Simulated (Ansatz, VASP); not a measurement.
## LiH in VASP and in Ansatz

Contents of INCAR:

```
SYSTEM = LiH
ALGO     = Normal         ! electronic algorithm
EDIFF    = 1E-7           ! SCF threshold, eV
ENCUT    = 520            ! plane-wave cutoff, eV
GGA      = PS             ! functional
ISIF     = 2              ! what is computed and relaxed
ISMEAR   = 0              ! smearing method
LASPH    = .True.         ! aspherical terms in the spheres
LCHARG   = .False.        ! write CHGCAR
LREAL    = .False.        ! projectors in reciprocal space
LWAVE    = .False.        ! write WAVECAR
NBANDS   = 9              ! bands
NELM     = 100            ! most SCF steps
PREC     = Accurate       ! precision mode
SIGMA    = 0.05           ! smearing width, eV
```

Contents of KPOINTS:

```
k-points
0
Gamma
  10 10 10
  0 0 0
```

The input POSCAR:

```
LiH
1.0
    0.0000000000      2.0325000000      1.8699000000
    2.0325000000      0.0000000000      1.8699000000
    2.0325000000      2.0325000000      0.0000000000
Li H
1 1
Direct
    0.0000000000      0.0000000000      0.0000000000
    0.5000000000      0.5000000000      0.5000000000
```

Input for Ansatz:

```yaml
crystal:
  lattice:
    - [0.0, 2.0325, 1.8699]
    - [2.0325, 0.0, 1.8699]
    - [2.0325, 2.0325, 0.0]
  atoms:
    - { symbol: Li, position: [0.0, 0.0, 0.0] }
    - { symbol: H, position: [0.5, 0.5, 0.5] }
basis:
  ecutwfc: 420
kpoints:
  mp_grid: { grid: [10, 10, 10] }
hamiltonian:
  xc: pbesol
scf:
  occupations: { method: gaussian, width: 0.05 }
output:
  forces: true
  stress: true
  eigenvalues: true
```

Change from the starting cell: strain +0.000 along x and y, -0.080 along z, atoms carried along.

Alike in both runs: task single point; functional PBEsol; k mesh 10 × 10 × 10; occupations gaussian, width 0.05 eV; no spin polarisation.

|  | VASP | Ansatz |
| --- | --- | --- |
| version | VASP 6.6.1 | Ansatz 0.2.0 |
| potentials or method | VASP PAW PBE potentials, release 64 (Li_sv, H) | scalar-relativistic, plane waves, PAW |
| plane-wave cutoff (eV) | 520 | 420 |
| valence electrons in the cell | 4 | 4 |

|  | VASP | Ansatz | Ansatz less VASP |
| --- | --- | --- | --- |
| gap on the k mesh at the Fermi level (eV) | 1.92 | 1.92 | -0.001 |
| least direct gap on the mesh (eV) | 2.55 | 2.55 | +0.001 |

 A k mesh can miss the band edges.
